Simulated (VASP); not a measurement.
A run of VASP 6.6.1:

POSCAR

```
Te2Mo
1.0
    3.3806872311      0.0000000000      0.0000000000
   -1.6903436156      2.9277610243      0.0000000000
    0.0000000000      0.0000000000     12.9745328463
Te Mo
4 2
Direct
    0.3333333333      0.6666666667      0.6104022972
    0.6666666667      0.3333333333      0.1104022972
    0.3333333333      0.6666666667      0.8895977028
    0.6666666667      0.3333333333      0.3895977028
    0.3333333333      0.6666666667      0.2500000000
    0.6666666667      0.3333333333      0.7500000000
```

The input INCAR.step1:

```
ALGO = Normal
EDIFF = 1E-4
ENCUT = 520
GGA = PE
ISMEAR = 0
LASPH = True
LCHARG = False
LREAL = False
LWAVE = True
NBANDS = 35
NELM = 100
PREC = Accurate
SIGMA = 0.05
```

INCAR.step2

```
ALGO = Normal
EDIFF = 1E-6
ENCUT = 520
ISIF = 2
ISMEAR = 0
ISTART = 1
IVDW = 12
LASPH = True
LCHARG = False
LMIXTAU = True
LREAL = False
LWAVE = False
METAGGA = R2SCAN
NBANDS = 35
NELM = 100
PREC = Accurate
SIGMA = 0.05
VDW_A1 = 0.49484001
VDW_A2 = 5.73083694
VDW_S6 = 1.0
VDW_S8 = 0.78981345
```

The input KPOINTS:

```
k-points
0
Gamma
  10 10 4
```

Potentials or basis: VASP PAW PBE potentials, release 64 (Te, Mo_sv).

Run with:

```console
$ cat potpaw_PBE.64/Te/POTCAR potpaw_PBE.64/Mo_sv/POTCAR > POTCAR
$ cp INCAR.step1 INCAR
$ mpirun -np 1 vasp_std > vasp.out
$ cp INCAR.step2 INCAR
$ mpirun -np 1 vasp_std > vasp.out
```

Hardware: 1 thread of Intel(R) Xeon(R) Platinum 8259CL CPU @ 2.50GHz (Skylake/Cascade Lake), with other jobs on the host.

**Question.** How long does it take, and how much memory?

**Answer.** It took 11 min on 1 thread of Intel(R) Xeon(R) Platinum 8259CL CPU @ 2.50GHz (Skylake/Cascade Lake) (shared host), peak memory 0.39 GiB. Counts: scf iterations 11, k points 42.
